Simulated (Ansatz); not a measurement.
Crystal: AlNi.

```
CELL_PARAMETERS angstrom
2.88100 0.00000 0.00000
0.00000 2.88100 0.00000
0.00000 0.00000 2.88100
ATOMIC_POSITIONS crystal
Ni 0.50000 0.50000 0.50000
Al 0.00000 0.00000 0.00000
```

```yaml
Program: Ansatz 0.2.0
Task: relaxation of cell and atoms
Functional: RPBE
Dispersion: D4
Potentials_or_basis: all-electron LAPW, scalar-relativistic
Basis_error_allowed: 0.001 eV/atom
k_mesh: 9 × 9 × 9
Occupations: fermi-dirac, width 0.05 eV
Spin: collinear spin, ferromagnetic start
Starting_moments: "[1.0, 0.0] μB"
```

At the start: volume 11.96 Å³/atom.

Q: Where does the relaxation end?

A: Over 5 steps the energy falls by 5.8 meV/atom and the volume is 11.59 Å³/atom (-3.0 %); space group Pm-3m (No. 221, to 0.05 Å); moment 0.00 μB per cell.

Step by step:
```tsv
step	energy change (eV)	largest force (eV/Å)	volume (Å³)
1	0.0000	0.0000	23.91
2	-0.0096	0.0000	23.48
3	-0.0115	0.0000	23.17
4	-0.0116	0.0000	23.19
5	-0.0116	0.0000	23.19
```

Final structure:
```yaml
crystal:
  lattice:
    - [2.85156, 0.00000, 0.00000]
    - [0.00000, 2.85156, 0.00000]
    - [0.00000, 0.00000, 2.85156]
  atoms:
    - { symbol: Ni, position: [0.50000, 0.50000, 0.50000] }
    - { symbol: Al, position: [0.00000, 0.00000, 0.00000] }
```

Caveat: the starting moments weren't kept.
